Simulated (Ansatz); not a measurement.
```
In P
1.0
     0.00000    2.85060    2.85060
     2.85060    0.00000    2.85060
     2.85060    2.85060    0.00000
In P
1 1
Direct
  0.00000 0.00000 0.00000
  0.25000 0.25000 0.25000
```

PBE in Ansatz, hard PAW set made for 700 eV, wave cutoff 700 eV, 4×4×4 mesh, fixed fractional positions. No spin-orbit coupling. The pressure is 11.1 GPa and the gap on the mesh 1.15 eV.

Q: The cell is scaled evenly to 1.128 times its volume. What pressure and gap follow, and what mean bulk modulus do the two pressures imply?

A: 0.9 GPa, gap 0.50 eV; B = −ΔP/Δln V ≈ 84 GPa over this range.

The cell is a model at fixed atoms and needn't be the relaxed known crystal. The mesh is coarse, so these values aren't converged.
